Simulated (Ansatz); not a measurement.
**Hf in Ansatz: the effect of functional**

Hf:

```
Hf
1.0
     0.00000    2.19000    2.19000
     2.19000    0.00000    2.19000
     2.19000    2.19000    0.00000
Hf
1
Cartesian
  0.0000 0.0000 0.0000
```

This isn't the form of Hf at room conditions, which is hcp.

The cell isn't the ideal one: volume scaled by 0.96.

Alike in all runs:

* Program: Ansatz 0.2.0
* Task: single point
* Potentials or basis: Ansatz PAW
* k mesh: 10 × 10 × 10
* Occupations: fermi-dirac, width 0.05 eV
* Spin: no spin polarisation

```tsv
functional	cutoff	pressure (GPa)
LDA	420 eV (not typed: the program's choice for these potentials)	-1.4
PBEsol	420 eV (not typed: the program's choice for these potentials)	2.9
r2SCAN	500 eV (not typed: the program's choice for these potentials)	?
```

Task: What does the run with functional r2SCAN give?

Result: Pressure 7.2 GPa.

Caveats: the PAW data sets come from PBE, with cores solved anew for the run's functional, which leaves a small shift of forces and pressure.
